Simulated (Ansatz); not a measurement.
Born–Oppenheimer molecular dynamics of a periodic cell of 16 atoms, WC (start crystal WC, start structure P-6m2, volume 1.15 times the crystal's). It goes on from the last frame of an earlier run, with new velocities.

Computed with DFT PBE-D3(BJ), scalar-relativistic, plane waves, PAW in Ansatz 0.2.0. Settings: accuracy low, PAW set soft_1, cutoff 420 eV, k mesh 2x2x2, fermi-dirac smearing 0.17 eV, no spin polarisation.

```json
{
  "ensemble": "NVT, Nosé–Hoover chain",
  "time step": "1 fs",
  "steps asked": "230",
  "set temperature": "1200 K",
  "thermostat": "time constant 100 fs, chain length 5",
  "seed": "519405"
}
```

Frames 10 fs apart, positions in Å, forces in eV/Å.

Velocities at 80 fs (Å/ps):

```
W 2.60 -3.38 2.39
C -9.03 5.27 18.86
W -2.60 0.82 0.50
C 5.55 -6.12 12.07
W 0.28 -0.43 -0.61
C -5.87 -3.13 5.06
W 0.17 1.30 1.97
C 5.09 26.40 -6.04
W 0.58 1.82 -0.42
C 19.41 -4.65 9.79
W 0.85 -2.31 -0.80
C -9.74 -15.97 -2.47
W -3.86 0.60 -2.58
C 2.93 -1.85 -1.28
W 0.88 1.42 -3.12
C 8.82 2.60 4.93
```

```xyz
16
Lattice="-3.0268 -5.2425 0.0000 4.5402 -2.6213 0.0000 0.0000 0.0000 5.9236" Properties=species:S:1:pos:R:3:forces:R:3 time_fs=80 energy_less_start_eV=-0.625 T=1204
W 0.069 -5.245 -0.116 -0.58 0.46 2.12
C 1.645 -4.256 1.450 -0.94 -0.84 0.28
W 0.024 -5.094 2.881 1.52 -3.04 0.98
C 1.614 -4.605 4.445 -1.15 2.02 -0.15
W -1.570 -2.791 0.139 1.18 2.85 -2.37
C 0.047 -1.669 1.566 0.06 -0.76 -0.78
W -1.467 -2.720 3.019 -0.54 2.26 -0.25
C -0.106 -1.753 4.406 1.04 -0.68 0.91
W 1.407 -2.576 -0.067 1.54 -0.33 0.65
C 3.229 -1.778 1.518 -2.53 1.61 0.35
W 1.551 -2.605 2.893 0.47 0.47 0.95
C 3.058 -1.537 4.342 -0.54 -2.72 0.39
W -0.147 0.089 0.030 2.31 -2.64 -0.60
C -1.434 -4.315 1.553 -0.60 -1.04 -0.34
W 0.105 -0.023 3.061 -2.05 -0.06 -2.03
C -1.559 -4.634 4.517 0.80 2.44 -0.10
16
Lattice="-3.0268 -5.2425 0.0000 4.5402 -2.6213 0.0000 0.0000 0.0000 5.9236" Properties=species:S:1:pos:R:3:forces:R:3 time_fs=90 energy_less_start_eV=-0.603 T=1137
W 0.093 -5.277 -0.087 -1.13 0.43 1.53
C 1.536 -4.251 1.621 0.39 -1.52 -1.57
W 0.003 -5.094 2.889 1.64 -3.40 1.70
C 1.620 -4.586 4.548 -1.05 1.77 -0.82
W -1.564 -2.788 0.128 1.30 2.50 -1.46
C -0.004 -1.725 1.581 0.27 -0.21 -0.85
W -1.467 -2.702 3.038 -0.38 1.94 -0.30
C -0.025 -1.556 4.392 0.19 -2.96 1.31
W 1.416 -2.559 -0.069 1.04 -0.80 0.71
C 3.300 -1.754 1.619 -3.13 1.41 -0.74
W 1.560 -2.626 2.888 -0.05 1.43 1.50
C 2.952 -1.767 4.348 0.53 0.19 1.29
W -0.178 0.088 0.003 2.94 -2.49 -0.32
C -1.429 -4.365 1.531 -0.64 -0.15 0.06
W 0.109 -0.009 3.026 -1.33 0.33 -1.40
C -1.459 -4.518 4.554 -0.58 1.54 -0.62
16
Lattice="-3.0268 -5.2425 0.0000 4.5402 -2.6213 0.0000 0.0000 0.0000 5.9236" Properties=species:S:1:pos:R:3:forces:R:3 time_fs=100 energy_less_start_eV=-1.066 T=1316
W 0.110 -5.306 -0.051 -1.92 1.19 1.14
C 1.458 -4.352 1.675 1.24 -0.30 -1.84
W -0.010 -5.111 2.905 0.75 -2.47 1.96
C 1.548 -4.433 4.589 -0.06 0.51 -0.89
W -1.552 -2.772 0.109 0.76 2.47 -1.01
C -0.034 -1.795 1.534 0.15 0.51 -0.10
W -1.468 -2.674 3.054 -0.47 1.52 -0.92
C 0.071 -1.573 4.468 -0.64 -1.90 -0.03
W 1.431 -2.547 -0.068 0.37 -1.32 1.36
C 3.142 -1.635 1.664 -0.92 -0.94 -1.44
W 1.569 -2.639 2.890 -0.70 0.94 1.35
C 2.892 -1.984 4.443 1.66 2.29 0.25
W -0.194 0.074 -0.025 3.01 -2.01 0.91
C -1.475 -4.427 1.513 -0.51 0.69 0.36
W 0.105 0.006 2.984 -1.80 -0.19 -0.44
C -1.399 -4.293 4.544 -0.92 -0.98 -0.66
16
Lattice="-3.0268 -5.2425 0.0000 4.5402 -2.6213 0.0000 0.0000 0.0000 5.9236" Properties=species:S:1:pos:R:3:forces:R:3 time_fs=110 energy_less_start_eV=-0.857 T=1151
W 0.117 -5.328 -0.011 -2.36 2.06 0.20
C 1.470 -4.475 1.592 0.65 0.95 -0.47
W -0.019 -5.141 2.931 0.41 -1.08 1.30
C 1.472 -4.251 4.558 0.73 -1.66 -0.85
W -1.536 -2.743 0.086 0.17 2.23 -0.37
C -0.052 -1.827 1.480 0.07 0.74 0.62
W -1.472 -2.638 3.065 -0.49 1.33 -1.96
C 0.110 -1.731 4.541 -1.63 0.53 -1.39
W 1.447 -2.542 -0.059 0.26 -1.55 2.41
C 2.911 -1.583 1.601 1.14 -1.98 -1.06
W 1.574 -2.648 2.900 -1.11 0.40 1.18
C 2.951 -2.023 4.546 0.73 2.97 -1.94
W -0.193 0.050 -0.048 3.85 -2.07 1.78
C -1.556 -4.437 1.521 0.18 0.95 0.15
W 0.093 0.020 2.941 -1.92 -0.66 0.62
C -1.411 -4.152 4.485 -0.67 -3.16 -0.21
16
Lattice="-3.0268 -5.2425 0.0000 4.5402 -2.6213 0.0000 0.0000 0.0000 5.9236" Properties=species:S:1:pos:R:3:forces:R:3 time_fs=120 energy_less_start_eV=-1.660 T=1509
W 0.112 -5.339 0.030 -2.34 2.16 -0.78
C 1.530 -4.526 1.472 -0.47 1.40 0.69
W -0.025 -5.176 2.963 0.37 -0.91 0.27
C 1.451 -4.194 4.463 0.94 -2.25 -0.30
W -1.519 -2.704 0.061 -0.01 0.75 -0.46
C -0.063 -1.802 1.469 0.16 0.50 0.36
W -1.479 -2.597 3.066 -0.59 0.03 -1.96
C 0.033 -1.854 4.515 -0.74 1.59 -0.84
W 1.464 -2.545 -0.039 0.00 -1.46 0.91
C 2.772 -1.673 1.461 2.47 -0.56 0.21
W 1.573 -2.653 2.915 -1.36 0.75 0.75
C 3.060 -1.838 4.511 -0.90 1.55 -1.67
W -0.173 0.015 -0.061 3.49 -1.41 1.59
C -1.619 -4.376 1.537 0.98 0.42 -0.44
W 0.071 0.030 2.902 -1.60 -0.74 1.35
C -1.476 -4.238 4.411 -0.39 -1.80 0.33
16
Lattice="-3.0268 -5.2425 0.0000 4.5402 -2.6213 0.0000 0.0000 0.0000 5.9236" Properties=species:S:1:pos:R:3:forces:R:3 time_fs=130 energy_less_start_eV=-2.022 T=1621
W 0.095 -5.338 0.066 -1.97 2.09 -1.34
C 1.557 -4.468 1.402 -0.73 1.15 0.74
W -0.029 -5.214 2.996 0.37 0.22 -0.99
C 1.499 -4.301 4.351 0.31 -0.55 0.78
W -1.503 -2.662 0.034 -0.40 -0.10 -0.17
C -0.060 -1.739 1.484 0.40 -0.01 -0.40
W -1.488 -2.557 3.057 -0.90 -1.49 -2.15
C -0.091 -1.855 4.428 1.38 1.41 0.49
W 1.480 -2.555 -0.015 -1.01 -1.74 -0.86
C 2.824 -1.806 1.342 2.36 0.73 1.43
W 1.565 -2.655 2.934 -1.15 1.02 0.18
C 3.110 -1.553 4.355 -0.65 -2.48 0.38
W -0.136 -0.025 -0.067 1.97 0.10 0.52
C -1.611 -4.288 1.521 0.82 -0.73 -0.66
W 0.041 0.037 2.871 -1.18 -0.55 1.38
C -1.567 -4.457 4.364 0.37 0.93 0.66
16
Lattice="-3.0268 -5.2425 0.0000 4.5402 -2.6213 0.0000 0.0000 0.0000 5.9236" Properties=species:S:1:pos:R:3:forces:R:3 time_fs=140 energy_less_start_eV=-1.322 T=1198
W 0.068 -5.328 0.095 -1.15 1.60 -1.68
C 1.532 -4.329 1.389 -0.10 -0.21 0.40
W -0.030 -5.250 3.022 0.32 2.73 -2.93
C 1.566 -4.447 4.302 -0.98 1.33 1.67
W -1.490 -2.621 0.007 -0.86 -0.09 0.27
C -0.027 -1.679 1.471 0.39 -0.67 -0.56
W -1.501 -2.525 3.037 -0.07 -2.19 -2.62
C -0.117 -1.751 4.375 1.56 0.14 0.69
W 1.492 -2.574 0.005 -0.21 -1.09 -0.60
C 3.040 -1.883 1.326 -0.58 1.48 1.08
W 1.552 -2.651 2.954 -0.64 0.78 -0.25
C 3.107 -1.468 4.240 -0.49 -5.23 2.74
W -0.088 -0.064 -0.069 1.69 0.82 0.12
C -1.540 -4.255 1.457 0.28 -1.14 -0.17
W 0.006 0.040 2.847 -0.33 -0.53 1.26
C -1.626 -4.606 4.367 1.18 2.26 0.59
16
Lattice="-3.0268 -5.2425 0.0000 4.5402 -2.6213 0.0000 0.0000 0.0000 5.9236" Properties=species:S:1:pos:R:3:forces:R:3 time_fs=150 energy_less_start_eV=-1.989 T=1487
W 0.036 -5.309 0.114 -0.19 0.87 -2.06
C 1.499 -4.212 1.412 0.52 -1.75 0.47
W -0.030 -5.273 3.034 0.53 0.83 -1.18
C 1.562 -4.499 4.375 -1.09 1.36 0.84
W -1.481 -2.582 -0.019 -0.65 -0.59 0.42
C 0.033 -1.672 1.420 -0.14 -0.81 0.13
W -1.515 -2.505 3.005 0.54 -2.06 -1.49
C -0.032 -1.645 4.370 0.00 -1.80 -0.11
W 1.502 -2.598 0.021 0.63 -0.26 -0.96
C 3.211 -1.842 1.393 -2.76 1.78 0.04
W 1.535 -2.644 2.971 -0.58 0.57 -0.18
C 3.060 -1.739 4.309 -0.63 -0.62 0.94
W -0.033 -0.098 -0.070 1.45 2.02 0.13
C -1.449 -4.306 1.383 -0.39 -0.41 0.68
W -0.029 0.040 2.831 1.63 -0.91 2.41
C -1.596 -4.585 4.412 1.12 1.80 -0.09
16
Lattice="-3.0268 -5.2425 0.0000 4.5402 -2.6213 0.0000 0.0000 0.0000 5.9236" Properties=species:S:1:pos:R:3:forces:R:3 time_fs=160 energy_less_start_eV=-1.937 T=1404
W 0.003 -5.286 0.121 0.61 0.64 -2.40
C 1.505 -4.224 1.471 0.56 -1.53 0.43
W -0.028 -5.290 3.040 0.49 1.04 -0.66
C 1.480 -4.447 4.509 -0.06 0.37 -0.57
W -1.475 -2.546 -0.041 -0.26 -1.62 0.62
C 0.078 -1.720 1.381 -0.94 0.15 0.94
W -1.526 -2.496 2.965 0.53 -1.97 -0.31
C 0.058 -1.667 4.363 -0.89 -1.46 0.02
W 1.515 -2.624 0.033 0.28 -0.55 -0.82
C 3.184 -1.679 1.469 -1.59 -0.49 -0.06
W 1.516 -2.634 2.988 -0.50 0.12 -0.45
C 2.976 -2.070 4.458 0.75 2.57 -0.46
W 0.028 -0.121 -0.070 0.42 2.63 0.37
C -1.395 -4.385 1.364 -1.36 0.75 1.32
W -0.056 0.036 2.827 2.23 -0.93 2.43
C -1.488 -4.428 4.452 -0.27 0.29 -0.42
16
Lattice="-3.0268 -5.2425 0.0000 4.5402 -2.6213 0.0000 0.0000 0.0000 5.9236" Properties=species:S:1:pos:R:3:forces:R:3 time_fs=170 energy_less_start_eV=-1.178 T=974
W -0.026 -5.259 0.117 0.66 0.62 -1.87
C 1.548 -4.347 1.558 -0.50 0.27 -0.31
W -0.023 -5.301 3.042 0.10 2.11 -0.28
C 1.393 -4.367 4.602 0.92 -0.68 -1.17
W -1.471 -2.520 -0.060 -0.25 -2.19 0.92
C 0.054 -1.760 1.411 -0.90 0.63 0.78
W -1.533 -2.497 2.924 0.96 -2.35 0.49
C 0.079 -1.793 4.362 -1.04 0.60 0.67
W 1.529 -2.651 0.040 -0.78 -0.49 0.35
C 3.031 -1.558 1.540 0.00 -2.73 0.13
W 1.494 -2.623 3.002 0.16 -0.37 -0.86
C 2.952 -2.206 4.567 1.80 3.33 -1.55
W 0.090 -0.130 -0.069 -0.63 2.14 0.35
C -1.439 -4.410 1.441 -1.00 0.91 0.69
W -0.072 0.027 2.836 1.68 -0.56 1.92
C -1.399 -4.250 4.462 -1.16 -1.24 -0.25
16
Lattice="-3.0268 -5.2425 0.0000 4.5402 -2.6213 0.0000 0.0000 0.0000 5.9236" Properties=species:S:1:pos:R:3:forces:R:3 time_fs=180 energy_less_start_eV=-1.347 T=1040
W -0.051 -5.231 0.103 0.81 -0.27 -1.04
C 1.548 -4.451 1.619 -1.67 1.52 -1.15
W -0.017 -5.302 3.042 -0.40 1.74 -0.16
C 1.377 -4.338 4.605 1.18 -0.84 -0.93
W -1.468 -2.505 -0.074 -0.74 -2.24 1.22
C -0.035 -1.755 1.498 0.22 0.30 -0.19
W -1.536 -2.511 2.886 0.90 -2.56 1.71
C 0.025 -1.877 4.410 -0.06 1.63 0.54
W 1.539 -2.681 0.048 -0.62 0.67 0.07
C 2.876 -1.631 1.614 0.94 -1.40 -0.46
W 1.474 -2.614 3.011 0.36 -0.77 -0.54
C 3.050 -2.084 4.566 0.12 2.52 -0.81
W 0.148 -0.128 -0.066 -1.66 1.83 0.37
C -1.556 -4.368 1.567 0.45 0.13 -0.68
W -0.078 0.016 2.855 1.11 -0.19 1.82
C -1.396 -4.170 4.453 -0.94 -2.07 0.22
16
Lattice="-3.0268 -5.2425 0.0000 4.5402 -2.6213 0.0000 0.0000 0.0000 5.9236" Properties=species:S:1:pos:R:3:forces:R:3 time_fs=190 energy_less_start_eV=-1.723 T=1215
W -0.071 -5.204 0.084 1.35 -1.01 -1.11
C 1.433 -4.444 1.597 -0.40 1.10 -0.67
W -0.014 -5.294 3.041 -0.75 0.94 -0.47
C 1.449 -4.368 4.536 0.62 0.06 -0.28
W -1.470 -2.502 -0.081 -1.25 -2.17 1.31
C -0.108 -1.726 1.568 1.00 -0.03 -1.04
W -1.535 -2.537 2.858 -0.47 -1.80 2.61
C -0.031 -1.841 4.494 1.12 1.15 -0.49
W 1.546 -2.707 0.056 -0.67 1.26 -0.57
C 2.798 -1.807 1.652 1.81 1.05 -0.87
W 1.455 -2.610 3.018 -0.31 -1.04 0.18
C 3.161 -1.771 4.503 -1.13 0.17 0.40
W 0.197 -0.117 -0.060 -2.81 1.91 0.45
C -1.641 -4.316 1.641 1.12 -0.68 -1.48
W -0.078 0.003 2.883 0.82 0.28 1.75
C -1.464 -4.245 4.459 -0.03 -1.19 0.30
```

Of the whole run (230 fs, mean temperature of the second half 1220 K): The conserved energy stayed within 0.24 meV per atom of its start (net change -0.18 meV per atom), so the integration is sound. A run of 0.23 ps of so small a system gives no equilibrium averages. Limits of this set-up: coarse k mesh, low accuracy level.

Run time: 16 min on 1 thread of Arm Neoverse V2 (shared host), peak memory 0.62 GiB.
